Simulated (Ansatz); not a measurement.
# Ni (Im-3m) in Ansatz: equation of state

Aim: energy against volume of Ni in PBEsol, for its equilibrium volume and stiffness.

All numbers are computed with Ansatz 0.2.0; they aren't measurements. Logs are shortened: lines on timing, memory, paths and dates and some standing lists are left out, and cuts for length are marked.

## (1) The crystal as given

The structure is cubic, space group Im-3m (No. 229). Conventional cell: a = 2.767 Å, b = 2.767 Å, c = 2.767 Å, α = 90.00°, β = 90.00°, γ = 90.00°. Ni (site symmetry m-3m) has 8 Ni at 2.40 Å as nearest neighbours.

This isn't the form of Ni at room conditions, which is fcc.

## (2) Single point, PBEsol, collinear spin, ferromagnetic start, 9.96 Å³/atom (volume scaled by 0.94)

File input.yaml:

```yaml
crystal:
  lattice:
    - [-1.3554684528, 1.3554684528, 1.3554684528]
    - [1.3554684528, -1.3554684528, 1.3554684528]
    - [1.3554684528, 1.3554684528, -1.3554684528]
  atoms:
    - { symbol: Ni, position: [0.0, 0.0, 0.0], spin: 1.0 }
hamiltonian:
  xc: pbesol
  pseudopotentials: { kind: paw }
magnetization:
  spin_polarized: true
kpoints:
  mp_grid: { grid: [13, 13, 13] }
scf:
  occupations: { method: fermi_dirac, width: 0.05 }
output:
  forces: true
  stress: true
  eigenvalues: true
```

Potentials or basis: Ansatz PAW.

Launch:

```
> ansatz run input.yaml --threads 2 --pin off --max-ram 5632MiB --backend cpu --events-out ev --progress --plain --runs-dir out
```

Standard output:

```text
Warning: RAYON_NUM_THREADS=2 ignored (pool sized by the plan → 2); use --threads N
Engine: ansatz 0.2.0, x86_64-unknown-linux-gnu
Pseudopotentials: kind: paw
Pseudopotential: Ni, paw, valence charge 18, recommended cutoff 420 eV (normal), Ni.paw.azcp
Functional definition: PBEsol
  exchange = pbesol_x
  correlation = pbesol_c
Crystal: 1 atoms, lattice volume = 9.962 Å³
Basis set: ecut = 420 eV, 201 PW (Γ), exchange–correlation on 32×32×32 points (8 copies of the dense FFT grid, shifted against one another)
Bands: 14, of which v1, the nominal top of the filled ones, is band 9 counted from 1 (8 counted from 0)
Symmetry: 48 space group operations
Space group: Im-3m (ITA 229), of the structure as read, at distance tolerance 2.2e-5 Å
Magnetic group: BNS 229.140 (UNI 1642), of the structure as read, at distance tolerance 2.2e-5 Å
k-points: 84 of 2197
Non-local potential: Ni, projectors of the file, l = 0: 3, l = 1: 2, l = 2: 3, l = 3: 1
PAW form: soft (Blöchl's): semilocal exchange-correlation on the pseudo side does not see the compensation charge
PAW frozen core: Ni, regenerated for the run's functional, and the local potential with it (the file was generated under x = pbe(κ = 0.804, μ = 0.2195149727645171), c = pbe(β = 0.06672455060314922))
PAW one-centre angular grid: Ni, 590 points (default); XC on 64 Gauss nodes
Initial density: superposition of atomic densities (chi_scale 0.1, normalization cell)
Starting moments: Σ|m| = 1 μB on 1 of 1 site
Initial wavefunctions: pseudopotential atomic-orbital guess
Functional: x = pbesol(κ = 0.804, μ = 0.12345679012345678), c = pbesol(β = 0.046)
SCF iter   1: F=—  HF=-5804.052891 eV  |F-HF|=—  |Δ(HF+E_count)|=         —  Δρ=9.70e-2 (↑9.70e-2 ↓4.76e-2)  dr2=1.16e0  dr2_m=8.33e-2  M=0.690 μB ∫|m|=0.717 μB  β_m=0.30  ethr=3.10e-3  ⟨swp⟩=5.6  Hψ=12250  notcnv=0
Mixer restart at iter 1: flushing history
preconditioner: auto → none  [metal: Δε(μ)=0.021 eV  Ē_g=16.974 eV  σ=0.050 eV  W_gap=0.11  n_scr=0 (ndim 8)  ℏωp=37.2 eV  f_vac=0.000  D(μ)=2.55/eV (n_scr^D=54)]
SCF iter   2: F=—  HF=-5803.796910 eV  |F-HF|=—  |Δ(HF+E_count)|=   2.56e-1  Δρ=6.75e-2 (↑2.64e-2 ↓6.75e-2)  dr2=3.63e-1  dr2_m=6.01e-2  M=0.649 μB ∫|m|=0.684 μB  β_m=0.25  ethr=3.10e-3  ⟨swp⟩=3.2  Hψ=5596  notcnv=0  defer=70
SCF iter   3: F=—  HF=-5804.025907 eV  |F-HF|=—  |Δ(HF+E_count)|=   2.29e-1  Δρ=3.51e-2 (↑1.46e-2 ↓3.51e-2)  dr2=2.55e-2  dr2_m=4.94e-2  M=0.642 μB ∫|m|=0.678 μB  β_m=0.30  ethr=2.01e-3  ⟨swp⟩=2.7  Hψ=4047  notcnv=0  defer=70
SCF iter   4: F=—  HF=-5804.546515 eV  |F-HF|=—  |Δ(HF+E_count)|=   5.21e-1  Δρ=2.15e-2 (↑8.43e-3 ↓2.15e-2)  dr2=1.07e-2  dr2_m=1.80e-2  M=0.616 μB ∫|m|=0.657 μB  β_m=0.58  ethr=1.42e-4  ⟨swp⟩=3.1  Hψ=4825  notcnv=0  defer=78
SCF iter   5: F=—  HF=-5804.853152 eV  |F-HF|=—  |Δ(HF+E_count)|=   3.07e-1  Δρ=7.87e-3 (↑5.22e-3 ↓7.87e-3)  dr2=5.29e-4  dr2_m=3.89e-3  M=0.543 μB ∫|m|=0.591 μB  β_m=0.60  ethr=5.94e-5  ⟨swp⟩=2.7  Hψ=5795  notcnv=0  defer=80
SCF iter   6: F=—  HF=-5804.847696 eV  |F-HF|=—  |Δ(HF+E_count)|=   5.46e-3  Δρ=8.39e-3 (↑8.39e-3 ↓1.60e-3)  dr2=2.72e-3  dr2_m=2.13e-3  M=0.514 μB ∫|m|=0.562 μB  β_m=0.60  ethr=2.94e-6  ⟨swp⟩=2.1  Hψ=4927  notcnv=0  defer=86
SCF iter   7: F=—  HF=-5804.852910 eV  |F-HF|=—  |Δ(HF+E_count)|=   5.21e-3  Δρ=3.43e-3 (↑1.67e-3 ↓3.43e-3)  dr2=1.33e-3  dr2_m=1.28e-4  M=0.498 μB ∫|m|=0.542 μB  β_m=0.66  ethr=2.94e-6  ⟨swp⟩=2.3  Hψ=3898  notcnv=0  defer=83
SCF iter   8: F=—  HF=-5804.853598 eV  |F-HF|=—  |Δ(HF+E_count)|=   6.88e-4  Δρ=1.17e-3 (↑1.17e-3 ↓8.55e-4)  dr2=6.13e-6  dr2_m=9.33e-5  M=0.515 μB ∫|m|=0.558 μB  β_m=0.83  ethr=2.94e-6  ⟨swp⟩=2.3  Hψ=4105  notcnv=0  defer=81
SCF iter   9: F=—  HF=-5804.853598 eV  |F-HF|=—  |Δ(HF+E_count)|=   5.21e-7  Δρ=5.60e-4 (↑1.07e-4 ↓5.60e-4)  dr2=2.27e-5  dr2_m=5.78e-6  M=0.521 μB ∫|m|=0.564 μB  β_m=0.86  ethr=3.40e-8  ⟨swp⟩=2.2  Hψ=3778  notcnv=0  defer=79
SCF iter  10: F=—  HF=-5804.853604 eV  |F-HF|=—  |Δ(HF+E_count)|=   5.80e-6  Δρ=8.56e-5 (↑8.56e-5 ↓4.79e-5)  dr2=9.32e-8  dr2_m=4.02e-7  M=0.518 μB ∫|m|=0.562 μB  β_m=0.93  ethr=3.40e-8  ⟨swp⟩=2.2  Hψ=3533  notcnv=0  defer=80
SCF iter  11: F=—  HF=-5804.853604 eV  |F-HF|=—  |Δ(HF+E_count)|=   2.18e-8  Δρ=3.17e-5 (↑3.17e-5 ↓6.16e-6)  dr2=4.31e-8  dr2_m=3.03e-8  M=0.518 μB ∫|m|=0.562 μB  β_m=0.95  ethr=5.18e-10  ⟨swp⟩=1.8  Hψ=2893  notcnv=0  defer=80
SCF iter  12: F=—  HF=-5804.853604 eV  |F-HF|=—  |Δ(HF+E_count)|=   4.16e-9  Δρ=1.37e-5 (↑1.37e-5 ↓8.75e-6)  dr2=1.52e-9  dr2_m=1.14e-8  M=0.518 μB ∫|m|=0.562 μB  β_m=0.98  ethr=2.39e-10  ⟨swp⟩=1.6  Hψ=2610  notcnv=0  defer=80
SCF iter  13: F=-5804.853604 eV  HF=-5804.853604 eV  |F-HF|=1.20e-10  |Δ(HF+E_count)|=  8.02e-10  Δρ=1.34e-6 (↑3.50e-7 ↓1.34e-6)  dr2=1.62e-10  dr2_m=2.53e-11  M=0.518 μB ∫|m|=0.562 μB  ethr=8.42e-12  ⟨swp⟩=3.6  Hψ=7833  notcnv=0
SCF 1 converged in 13 iterations: F = -5804.853604 eV  dr2 = 1.62e-10
SCF converged after 13 iterations
Magnetization: 0.5182 μB (9.2591 up, 8.7409 down)
Absolute magnetization: 0.5623 μB (∫|ρ↑−ρ↓|, with the PAW one-centre terms)
Spin contamination: 0.0034 ħ² per cell (⟨S²⟩ above its minimum at these occupations)
Per-site moments (μB) at R_I (Å): [(0.5387153266702766, 0.9684428441763804)]
Free energy (F): -5804.853604 eV
Harris-Foulkes:  -5804.853604 eV  (|F-HF|=1.20e-10)
Internal energy: -5804.838323 eV  (E = F + TS)
E sigma→0 (E₀):  -5804.845964 eV
Entropy (-TS):   -0.015281 eV (-15.281 meV/atom)
Fermi energy:    19.912602 eV
--- Per-component energies (eV) ---
  E_band       = -250.875365
  E_kinetic    = 284.415772
  E_local      = -3290.317507  (includes V_loc(G=0)·N_el)
  E_nonlocal   = 636.413527
  E_hartree    = 1375.742981
  E_xc         = -85.294144
  E_vxc        = -110.414681  (∫ρ·V_xc dr)
  E_paw        = -1594.461354  (= ΣΔE_a)
  E_vpaw       = -522.459865  (= ΣTr[D̂ρ^β])
  E_aug_tail   = 0.000473  (compensation charges beyond the density's cutoff)
  E_ewald      = -3131.535361
  E_core_change = 0.197289  (= ΣΔE_core)
  E_smearing   = -0.015281  (= −TS)
  E_closure    = 0.000000  (closes the sum)
  Σ components = -5804.853604   (vs F -5804.853604, Δ=0.00e0)
--- Forces (eV/Å), atoms counted from 1 ---
  atom   1  Ni     0.00000000     0.00000000    -0.00000000
  max |Σ_I F_I| component: 1.15e-31 eV/Å
--- Stress (GPa, compression-positive) ---
       12.428877      -0.000000      -0.000000
        0.000000      12.428877       0.000000
        0.000000      -0.000000      12.428877
  P = ⅓ Tr σ = 12.4289 GPa (124.289 kbar)
--- Band table (eV; the first three rows and the last of 168) ---
  k-point 0 ↑: bands = ["-83.2752", "-43.6290", "-43.6290", "-43.6290", "10.2878", "17.4202", "17.4202", "17.4202", "19.0179", "19.0179", "47.0118", "47.0118", "47.0118", "52.3174"]
  k-point 1 ↑: bands = ["-83.2720", "-43.6472", "-43.6352", "-43.6289", "10.5492", "17.3554", "17.4142", "17.5478", "18.9529", "19.0232", "45.1942", "46.5621", "46.7340", "51.3532"]
  k-point 2 ↑: bands = ["-83.2633", "-43.6975", "-43.6523", "-43.6287", "11.3074", "17.1785", "17.3736", "17.9118", "18.8238", "19.0411", "41.5371", "45.0836", "46.1505", "48.5225"]
  k-point 83 ↓: bands = ["-82.5144", "-43.2129", "-43.2099", "-43.2099", "15.5456", "15.5573", "20.3373", "20.3373", "20.4102", "29.2842", "30.4677", "30.4677", "36.5670", "37.2136"]
```

Run time: 1.7 s. Hardware: 2 threads of AMD EPYC 7R43 (Zen 3), shared host; peak memory 0.34 GiB.

Results:

```yaml
Free_energy: -5804.8536 eV
Pressure: 12.4 GPa
Band_gap_on_the_k_mesh: none (metal or under the smearing width)
Net_moment: 0.52 μB per cell
Absolute_moment: 0.56 μB per cell
Site_moments: Ni +0.54 μB
```

Caveat: the PAW data sets come from PBE, with cores solved anew for the run's functional, which leaves a small shift of forces and pressure.

## (3) Single point, PBEsol, collinear spin, ferromagnetic start, 10.17 Å³/atom (volume scaled by 0.96)

Changes to input.yaml since step 2:

```diff
@@ -2,5 +2,5 @@
   lattice:
-    - [-1.3554684528, 1.3554684528, 1.3554684528]
-    - [1.3554684528, -1.3554684528, 1.3554684528]
-    - [1.3554684528, 1.3554684528, -1.3554684528]
+    - [-1.3650143198, 1.3650143198, 1.3650143198]
+    - [1.3650143198, -1.3650143198, 1.3650143198]
+    - [1.3650143198, 1.3650143198, -1.3650143198]
   atoms:
```

Potentials or basis: Ansatz PAW.

Launch:

```
> ansatz run input.yaml --threads 2 --pin off --max-ram 5632MiB --backend cpu --events-out ev --progress --plain --runs-dir out
```

Wall time 1.9 s (2 threads of AMD EPYC 7R43 (Zen 3), shared host); peak memory 0.34 GiB.

It converged, with:

| Quantity | Value |
| --- | --- |
| Free energy | -5804.8664 eV |
| Pressure | 7.0 GPa |
| Band gap on the k mesh | none (metal or under the smearing width) |
| Net moment | 0.56 μB per cell |
| Absolute moment | 0.60 μB per cell |
| Site moments | Ni +0.58 μB |

Caveat: the PAW data sets come from PBE, with cores solved anew for the run's functional, which leaves a small shift of forces and pressure.

## (4) Single point, PBEsol, collinear spin, ferromagnetic start, 10.39 Å³/atom (volume scaled by 0.98)

Changes to input.yaml since step 3:

```diff
@@ -2,5 +2,5 @@
   lattice:
-    - [-1.3650143198, 1.3650143198, 1.3650143198]
-    - [1.3650143198, -1.3650143198, 1.3650143198]
-    - [1.3650143198, 1.3650143198, -1.3650143198]
+    - [-1.3744285092, 1.3744285092, 1.3744285092]
+    - [1.3744285092, -1.3744285092, 1.3744285092]
+    - [1.3744285092, 1.3744285092, -1.3744285092]
   atoms:
```

Launch:

```
> ansatz run input.yaml --threads 2 --pin off --max-ram 5632MiB --backend cpu --events-out ev --progress --plain --runs-dir out
```

Run time: 1.6 s. Hardware: 2 threads of AMD EPYC 7R43 (Zen 3), shared host; peak memory 0.34 GiB.

It converged, with:

| Quantity | Value |
| --- | --- |
| Free energy | -5804.8722 eV |
| Pressure | 2.0 GPa |
| Band gap on the k mesh | none (metal or under the smearing width) |
| Net moment | 0.58 μB per cell |
| Absolute moment | 0.63 μB per cell |
| Site moments | Ni +0.60 μB |

Caveat: the PAW data sets come from PBE, with cores solved anew for the run's functional, which leaves a small shift of forces and pressure.

(Continued in part 2 of 2.)
